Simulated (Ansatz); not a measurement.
**InP under changes of volume**

One of the cells (25.167 Å³/atom); the others are scaled copies at fixed shape and fractional positions:

```
In P
1.0
     0.00000    2.93050    2.93050
     2.93050    0.00000    2.93050
     2.93050    2.93050    0.00000
In P
1 1
Direct
  0.00000 0.00000 0.00000
  0.75000 0.75000 0.75000
```

- Program: Ansatz 0.2.0
- Functional: CAM-B3LYP
- Potentials or basis: Ansatz PAW
- Cutoff: 420 eV (not typed: the program's choice for these potentials)
- k mesh: 4 × 4 × 4
- Occupations: fermi-dirac, width 0.05 eV
- Spin: no spin polarisation

```csv
volume (Å³/atom),energy over the lowest point (meV/atom),pressure (GPa),gap on the mesh (eV)
23.657,?,?,?
24.160,24.41,5.3,4.31
24.663,10.83,3.4,4.16
25.167,2.88,1.7,4.02
25.670,0.00,0.2,3.87
26.173,1.68,-1.2,3.73
26.677,7.47,-2.5,3.59
```

What does the run at 23.657 Å³/atom give?

Energy over the lowest point 44.30 meV/atom; pressure 7.4 GPa; gap on the mesh 4.46 eV.

Worked out: A Birch-Murnaghan fit of order 3 (a polynomial in V^(-2/3)) to the other rows has its minimum at 25.73 Å³/atom with B0 = V·E''(V) = 73 GPa and B' = 4.4. It gives 44.25 meV/atom at 23.657 Å³/atom, against the run's 44.30, and -dE/dV = 7.4 GPa, against 7.4. A straight line through the other rows of the gap, of slope -7.27 eV per unit of ln V (its deformation potential), extrapolates to 4.46 eV, against the run's 4.46.

Energies are extrapolated to zero smearing.

Caveats: all runs use coarse meshes; spin-orbit coupling is left out, which moves the levels of the heavy elements; the PAW data sets come from PBE, with cores solved anew for the run's functional, which leaves a small shift of forces and pressure; the thresholds are loose for stress.
